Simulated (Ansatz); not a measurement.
All numbers below come from DFT PBE, scalar-relativistic, plane waves, PAW (Ansatz 0.2.0). Settings: cutoff 420 eV, Γ-centred meshes spaced at most about 0.3 Å⁻¹, and about 0.25 Å⁻¹ or finer for metals (2π included), Gaussian smearing. No spin polarisation.

These are static total energies at zero pressure.

Compare these two cells of Li₃H₈, each relaxed at this level.

1.

```
CELL_PARAMETERS angstrom
3.88047 -6.97584 0.00000
3.88047 6.97584 0.00000
0.00000 0.00000 3.36124
ATOMIC_POSITIONS crystal
Li 0.62823 0.37177 0.00000
Li 0.37177 0.62823 0.00000
Li 0.00000 0.00000 0.00000
H 0.45259 0.99953 0.00000
H 0.54741 0.00047 0.00000
H 0.99953 0.45259 0.00000
H 0.00047 0.54741 0.00000
H 0.50000 0.50000 0.00000
H 0.00000 0.00000 0.50000
H 0.39624 0.60376 0.50000
H 0.60376 0.39624 0.50000
```

2.

```
CELL_PARAMETERS angstrom
2.96466 1.71165 5.17440
-2.96466 1.71165 5.17440
0.00000 -3.42330 5.17440
ATOMIC_POSITIONS crystal
Li 0.50000 0.50000 0.00000
Li 0.00000 0.50000 0.50000
Li 0.50000 0.00000 0.50000
H 0.00412 0.55700 0.00412
H 0.00412 0.00412 0.55700
H 0.55700 0.00412 0.00412
H 0.99588 0.44300 0.99588
H 0.44300 0.99588 0.99588
H 0.99588 0.99588 0.44300
H 0.64843 0.64843 0.64843
H 0.35157 0.35157 0.35157
```

Problem. Which form is favoured at zero pressure, and by what margin per atom?

Solution. Cell 2 is lower, by 181 meV/atom. Cell 1 has space group Cmmm (No. 65), 16.5 Å³/atom and no gap on its mesh; cell 2 has space group R-3m (No. 166), 14.3 Å³/atom and no gap. Counting H atoms around Li (those within 1.25 times the shortest such distance or 1.15 times the sum of covalent radii, 1.27 where that leaves under three; a slash parts the counts of unlike sites), cell 1 has Li 2/3 and cell 2 has Li 2. Cell 1 and cell 2 both hold H–H pairs as short as in free H₂ molecules. In cell 1, Li on a site of symmetry m2m has 3 H at 1.71–1.79 Å; Li on a site of symmetry mmm has 2 H at 1.68 Å; H on a site of symmetry m has 1 H at 0.75 Å; 3 more sites not described. In cell 2, Li is surrounded by 2 H at 1.73 Å; H on a site of symmetry m is surrounded by 1 H at 0.77 Å; H on a site of symmetry 3m is surrounded by 3 Li at 1.73 Å. Both come from invented guesses.

Weakly bound directions are ill-defined at this level, which has no dispersion term (Cmmm, R-3m), and this can change margins and order among such cells. With hydrogen, zero-point motion can shift such differences by 10 meV/atom or more. Cells relaxed within their symmetry can be saddle points.
